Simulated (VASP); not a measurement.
# LiF (P6_3mc) in VASP: further runs

Runs on LiF. Level: PBEsol. Tasks: single point.

All numbers are computed with VASP 6.6.1; they aren't measurements. Logs are shortened: lines on timing, memory, paths and dates and some standing lists are left out, and cuts for length are marked.

### 1 The undisturbed crystal

Symmetry: P6_3mc, No. 186, hexagonal system. The conventional cell has a = 3.061 Å, b = 3.061 Å, c = 4.807 Å, α = 90.00°, β = 90.00°, γ = 120.00°. Around Li (site symmetry 3m) lie 4 F at 1.85 to 1.86 Å. F (site symmetry 3m) has 4 Li at 1.85 to 1.86 Å as nearest neighbours.

Measurements of this composition are mostly on another form, of space group No. 225.

### 2 Single point, PBEsol (strained and moved within a subgroup)

INCAR

```
PREC = Accurate
ENCUT = 520
EDIFF = 1E-6
ISMEAR = 0
SIGMA = 0.02
LREAL = False
LASPH = True
NELM = 100
ALGO = Normal
ISIF = 2
LWAVE = False
LCHARG = True
GGA = PS
LELF = True
LVHAR = True
NBANDS = 18
```

KPOINTS

```
regular mesh
0
Gamma
  9 9 6
```

POSCAR

```
LiF
1.0
    3.2125175573      0.0000000000      0.0000000000
   -1.6062587786      2.7821218147      0.0000000000
    0.0000000000      0.0000000000      4.9011635456
Li F
2 2
Direct
    0.3333333300      0.6666666700      0.3873947373
    0.6666666700      0.3333333300      0.8873947373
    0.3333333300      0.6666666700      0.9876032627
    0.6666666700      0.3333333300      0.4876032627
```

Potentials or basis: VASP PAW PBE potentials, release 64 (Li_sv, F).

Run with:

```
cat potpaw_PBE.64/Li_sv/POTCAR potpaw_PBE.64/F/POTCAR > POTCAR
mpirun -np 1 vasp_std > vasp.out
```

OUTCAR:

```text
PREC = Accurate
   ENCUT = 520
   EDIFF = 1E-6
   ISMEAR = 0
   LREAL = False
   LASPH = True
   NELM = 100
   ISIF = 2
   GGA = PS

 ion  position               nearest neighbor table
   1  0.333  0.667  0.387-   4 1.92   4 1.92   4 1.92   3 1.96
   2  0.667  0.333  0.887-   3 1.92   3 1.92   3 1.92   4 1.96
   3  0.333  0.667  0.988-   2 1.92   2 1.92   2 1.92   1 1.96
   4  0.667  0.333  0.488-   1 1.92   1 1.92   1 1.92   2 1.96

  LATTYP: Found a hexagonal cell.
 ALAT       =     3.2125175573
 C/A-ratio  =     1.5256456839

  Lattice vectors:

 A1 = (   3.2125175573,   0.0000000000,   0.0000000000)
 A2 = (  -1.6062587786,   2.7821218147,   0.0000000000)
 A3 = (   0.0000000000,   0.0000000000,   4.9011635456)

Analysis of symmetry for initial positions (statically):
=====================================================================
 Subroutine PRICEL returns:
 Original cell was already a primitive cell.

 Routine SETGRP: Setting up the symmetry group for a
 hexagonal supercell.

 Subroutine GETGRP returns: Found 12 space group operations
 (whereof  6 operations were pure point group operations)
 out of a pool of 24 trial point group operations.

The static configuration has the point symmetry C_3v.
 The point group associated with its full space group is C_6v.

Analysis of symmetry for dynamics (positions and initial velocities):
=====================================================================
 Subroutine PRICEL returns:
 Original cell was already a primitive cell.

 Routine SETGRP: Setting up the symmetry group for a
 hexagonal supercell.

 Subroutine GETGRP returns: Found 12 space group operations
 (whereof  6 operations were pure point group operations)
 out of a pool of 24 trial point group operations.

The dynamic configuration has the point symmetry C_3v.
 The point group associated with its full space group is C_6v.

 Subroutine INISYM returns: Found 12 space group operations
 (whereof  6 operations are pure point group operations),
 and found     1 'primitive' translations

----------------------------------------------------------------------------------------

                                     Primitive cell

  volume of cell :      43.8047

  direct lattice vectors                    reciprocal lattice vectors
     3.212517557  0.000000000  0.000000000     0.311282345  0.179718946  0.000000000
    -1.606258779  2.782121815  0.000000000     0.000000000  0.359437892  0.000000000
     0.000000000  0.000000000  4.901163546     0.000000000  0.000000000  0.204033183

  length of vectors
     3.212517557  3.212517557  4.901163546     0.359437892  0.359437892  0.204033183

  position of ions in fractional coordinates (direct lattice)
     0.333333330  0.666666670  0.387394737
     0.666666670  0.333333330  0.887394737
     0.333333330  0.666666670  0.987603263
     0.666666670  0.333333330  0.487603263

  ion indices of the primitive-cell ions
   primitive index   ion index
                 1           1
                 2           2
                 3           3
                 4           4

----------------------------------------------------------------------------------------

 KPOINTS: regular mesh

Automatic generation of k-mesh.
 Grid dimensions read from file:
 generate k-points for:    9    9    6

 Generating k-lattice:

  Cartesian coordinates                     Fractional coordinates (reciprocal lattice)
     0.034586927  0.019968772  0.000000000     0.111111111  0.000000000  0.000000000
     0.000000000  0.039937544  0.000000000     0.000000000  0.111111111  0.000000000
     0.000000000  0.000000000  0.034005531     0.000000000  0.000000000  0.166666667

  Length of vectors
     0.039937544  0.039937544  0.034005531

  Shift w.r.t. Gamma in fractional coordinates (k-lattice)
     0.000000000  0.000000000  0.000000000

 Subroutine IBZKPT returns following result:
 ===========================================

 Found     48 irreducible k-points:

 Following reciprocal coordinates:
            Coordinates               Weight
  0.000000  0.000000  0.000000      1.000000
  0.111111  0.000000  0.000000      6.000000
  0.222222 -0.000000  0.000000      6.000000
  0.333333  0.000000  0.000000      6.000000
  0.444444 -0.000000  0.000000      6.000000
  0.111111  0.111111  0.000000      6.000000
[... 16 lines left out ...]
  0.333333  0.222222  0.166667     24.000000
  0.333333  0.333333  0.166667      4.000000
 [... further k-points ...]
   k-points           NKPTS =     48   k-points in BZ     NKDIM =     48   number of bands    NBANDS=     18
   number of dos      NEDOS =    301   number of ions     NIONS =      4
   total plane-waves  NPLWV =  20736
   dimension x,y,z NGX =    24 NGY =   24 NGZ =   36
   dimension x,y,z NGXF=    48 NGYF=   48 NGZF=   72
   ions per type =               2   2
   NGX,Y,Z   is equivalent  to a cutoff of  12.42, 12.42, 12.21 a.u.
   NGXF,Y,Z  is equivalent  to a cutoff of  24.84, 24.84, 24.42 a.u.
 SYSTEM =  unknown system
   PREC   = accura    normal or accurate (medium, high low for compatibility)
   ISTART =      0    job   : 0-new  1-cont  2-samecut
   ICHARG =      2    charge: 1-file 2-atom 10-const
   ISPIN  =      1    spin polarized calculation?
   LNONCOLLINEAR =      F non collinear calculations
   LSORBIT =      F    spin-orbit coupling
   LASPH  =      T    aspherical Exc in radial PAW
   ENCUT  =  520.0 eV  38.22 Ry    6.18 a.u.   5.97  5.97  9.11*2*pi/ulx,y,z
   NELM   =    100;   NELMIN=  2; NELMDL= -5     # of ELM steps
   EDIFF  = 0.1E-05   stopping-criterion for ELM
   LREAL  =      F    real-space projection
   EDIFFG = 0.1E-04   stopping-criterion for IOM
   NSW    =      0    number of steps for IOM
   IBRION =     -1    ionic relax: 0-MD 1-quasi-New 2-CG
   NFREE  =      0    steps in history (QN), initial steepest desc. (CG)
   ISIF   =      2    stress and relaxation
   ISYM   =      2    0-nonsym 1-usesym 2-fastsym
   POTIM  = 0.5000    time-step for ionic-motion
   TEBEG  =    0.0;   TEEND  =   0.0 temperature during run
   PSTRESS=    0.0 pullay stress
   NELECT =      20.0000    total number of electrons
   NUPDOWN=      -1.0000    fix difference up-down
   EMIN   =  10.00;   EMAX   =-10.00  energy-range for DOS
   EFERMI =   0.00;   METHOD = LEGACY
   ISMEAR =     0;   SIGMA  =   0.02  broadening in eV -4-tet -1-fermi 0-gaus
   EFERMI_NEDOS =   21; number of points for ismear=-14 and -15
   IALGO  =     38    algorithm
   IMIX   =      4    mixing-type and parameters
     AMIX     =   0.40;   BMIX     =  1.00
     AMIX_MAG =   1.60;   BMIX_MAG =  1.00
  volume/ion in A,a.u.               =      10.95        73.90
  Fermi-wavevector in a.u.,A,eV,Ry     =   1.260602  2.382192 21.621244  1.589117
  Thomas-Fermi vector in A             =   2.394103
   LORBIT       =      0    0 simple, 1 ext, 2 COOP (PROOUT), +10 PAW based schemes
   GGA     = PS    functional components
   LHFCALC =     F    Hartree Fock is set to
   AEXX    =    0.0000 exact exchange contribution
   IVDW    =     0    specifies the selected vdW correction
   LEPSILON=     F    determine dielectric tensor
   LRPA    =     F    only Hartree local field effects (RPA)
 non-spin polarized calculation
 Gauss-broadening in eV      SIGMA  =   0.02
  energy-cutoff  :      520.00
  volume of cell :       43.80
 maximum number of plane-waves:      1209
 NGX is ok and might be reduce to    24
   NGX = 11   NGY = 11   NGZ = 19

 number of electron      20.0000047 magnetization

 Free energy of the ion-electron system (eV)
  ---------------------------------------------------
  ext. energy  EPLUGINS =         0.00000000
  ---------------------------------------------------
  free energy    TOTEN  =       -19.55505026 eV

  energy without entropy =      -19.55505026  energy(sigma->0) =      -19.55505026

 E-fermi :  -2.6571     XC(G=0):  -8.5873

 val. band max:       -2.8770880348   @ k =   0.0000   0.0000   0.0000
 cond. band min:       4.2056809913   @ k =   0.0000   0.0000   0.0000
 fundamental gap:      7.0827690261
 Fermi energy:        -2.6570509642

 k-point     1 :       0.0000    0.0000    0.0000
  band No.  band energies     occupation
      1     -43.0194      2.00000
      2     -42.9896      2.00000
      3     -22.1178      2.00000
      4     -21.8836      2.00000
      5      -4.9013      2.00000
      6      -3.4273      2.00000
[... 10 lines left out ...]
     17      15.4557      0.00000
     18      16.8306      0.00000

 k-point     2 :       0.1111    0.0000    0.0000
  band No.  band energies     occupation
      1     -43.0169      2.00000
      2     -42.9887      2.00000
      3     -22.1046      2.00000
      4     -21.8831      2.00000
      5      -4.8375      2.00000
      6      -3.5379      2.00000
[... 10 lines left out ...]
     17      15.6724      0.00000
     18      16.6118      0.00000

 k-point     3 :       0.2222   -0.0000    0.0000
  band No.  band energies     occupation
      1     -43.0104      2.00000
      2     -42.9868      2.00000
      3     -22.0692      2.00000
      4     -21.8837      2.00000
      5      -4.6708      2.00000
      6      -3.8531      2.00000
[... 10 lines left out ...]
     17      15.8000      0.00000
     18      15.9049      0.00000

 k-point     4 :       0.3333    0.0000    0.0000
  band No.  band energies     occupation
      1     -43.0022      2.00000
      2     -42.9852      2.00000
      3     -22.0224      2.00000
      4     -21.8898      2.00000
      5      -4.5549      2.00000
      6      -4.1089      2.00000
[... 375 lines left out ...]
      4     -21.9028      2.00000
      5      -4.4656      2.00000
      6      -4.3509      2.00000
[... 10 lines left out ...]
     17      15.4208      0.00000
     18      16.8984      0.00000

 k-point    23 :       0.3333    0.2222    0.1667
  band No.  band energies     occupation
      1     -42.9921      2.00000
      2     -42.9862      2.00000
      3     -21.9590      2.00000
      4     -21.9150      2.00000
      5      -4.6734      2.00000
      6      -4.1767      2.00000
[... 10 lines left out ...]
     17      14.9800      0.00000
     18      16.7109      0.00000

 k-point    24 :       0.3333    0.3333    0.1667
  band No.  band energies     occupation
      1     -42.9883      2.00000
      2     -42.9883      2.00000
      3     -21.9330      2.00000
      4     -21.9330      2.00000
      5      -4.7247      2.00000
      6      -4.0209      2.00000
[... 10 lines left out ...]
     17      14.6384      0.00000
     18      16.8602      0.00000

 [... further k-points ...]
[... 5 lines left out ...]
  --------------------------------------------------------------------------------------
  -------------------------------------------------------------------------------------
  Total       -1.2275975     -1.2275975     -1.1851156     -0.0000000      0.0000000      0.0000000
  in kB      -44.8999384    -44.8999384    -43.3461404     -0.0000000      0.0000000      0.0000000
  external PRESSURE =     -44.3820057 kB  Pullay stress =       0.0000000 kB

 VOLUME and BASIS-vectors are now :
 -----------------------------------------------------------------------------
  energy-cutoff  :      520.00
  volume of cell :       43.80
      direct lattice vectors                 reciprocal lattice vectors
     3.212517557  0.000000000  0.000000000     0.311282345  0.179718946  0.000000000
    -1.606258779  2.782121815  0.000000000     0.000000000  0.359437892  0.000000000
     0.000000000  0.000000000  4.901163546     0.000000000  0.000000000  0.204033183

 POSITION                                       TOTAL-FORCE (eV/Angst)
 -----------------------------------------------------------------------------------
     -0.00000      1.85475      1.89868        -0.000000     -0.000000     -0.068575
      1.60626      0.92737      4.34927        -0.000000      0.000000     -0.068575
     -0.00000      1.85475      4.84041        -0.000000      0.000000      0.068575
      1.60626      0.92737      2.38982         0.000000      0.000000      0.068575
 -----------------------------------------------------------------------------------
    total drift:                                0.000007     -0.000005      0.001738

  FREE ENERGIE OF THE ION-ELECTRON SYSTEM (eV)
  ---------------------------------------------------
  free  energy   TOTEN  =       -19.5550502588 eV

  energy  without entropy=      -19.5550502588  energy(sigma->0) =      -19.55505026
```

It took 12 s on 1 thread of Intel Xeon 6975P-C (Granite Rapids), shared host; peak memory 0.16 GiB.

Results:

```
Free energy            : -19.5551 eV
Largest force          : 0.069 eV/Å
Band gap on the k mesh : 7.08 eV, direct
```

Forces in eV/Å, atoms in the order of the input:
```
Li   0.000  0.000 -0.069
Li   0.000  0.000 -0.069
F    0.000  0.000  0.069
F    0.000  0.000  0.069
```

Levels at points of the mesh, in eV from the valence-band top:
| k point | band 7 | band 8 | band 9 | band 10 | band 11 | band 12 | band 13 | band 14 |
| --- | --- | --- | --- | --- | --- | --- | --- | --- |
| (0.00, 0.00, 0.00) | -0.55 | -0.24 | -0.24 | 0.00 | 7.08 | 11.39 | 14.29 | 17.39 |
| (0.00, 0.00, 0.50) | -0.40 | -0.40 | -0.40 | -0.40 | 8.78 | 8.78 | 16.75 | 16.75 |

Caveat: the cutoff is under 1.25 times the usual one of these potentials, so pressure, stress and relaxed cells hold a basis-set (Pulay) error; the PAW data sets were made with another functional, which shifts forces and pressure a little; an odd mesh through Γ misses points on the zone boundary, where band edges often lie.

(Continued in part 2 of 2.)
